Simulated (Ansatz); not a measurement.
Consider MoSeS (layered bulk) (P6_3mc).

The structure was built from a prototype and need not be the compound's stable phase.

```yaml
crystal:
  lattice:
    - [3.21171, 0.00000, 0.00000]
    - [-1.60585, 2.78142, 0.00000]
    - [0.00000, 0.00000, 12.37832]
  atoms:
    - { symbol: Mo, position: [0.33333, 0.66667, 0.25490] }
    - { symbol: S, position: [0.66667, 0.33333, 0.37847] }
    - { symbol: Se, position: [0.66667, 0.33333, 0.11663] }
    - { symbol: Mo, position: [0.66667, 0.33333, 0.75490] }
    - { symbol: S, position: [0.33333, 0.66667, 0.87847] }
    - { symbol: Se, position: [0.33333, 0.66667, 0.61663] }
```

The structure was relaxed with PBE-D3(BJ). The runs that relaxed it are not among those shown.

Gaps computed with Ansatz 0.2.0 without a self-energy: PBE 0.71 eV, PBE+SOC 0.70 eV and HSE06 1.21 eV.

**Question.** Estimate the G0W0@PBE gap with 9×9×2 mesh, 461 empty bands, screening to 150 eV, PAW set soft_1 files.

About 1.02 eV: on its mesh the run moves the gap from 0.79 eV by +0.31 eV, and the mesh misses the edges by 0.08 eV. Among the scalar-relativistic levels given, HSE06 is nearest (+0.19 eV). Bands and cutoff are finite, so the gap is not at the basis limit. The miss can reach some tenths of an eV and take either sign; the mesh is an error of its own. The many-body steps are scalar-relativistic: spin-orbit coupling is not in them.

[Paths, hosts, dates, memory and timing lines, banners, echoed tables and standing remarks are left out of the program output.]

[Logs are printed without paths, hosts, clocks, repeated set-up lines and the standing remarks that a program may print on its own settings, such as how far it seeks lower states.]

[Runs of the session that timed out or met a known fault of the program may be left out.]

[Cells called generated may have been cut or substituted from an entry of the Crystallography Open Database or the Materials Project.]

[Hosts, paths, dates, database ids (printed as entryN), source tags and the programs' standing remarks are cut or masked in the printed files.]
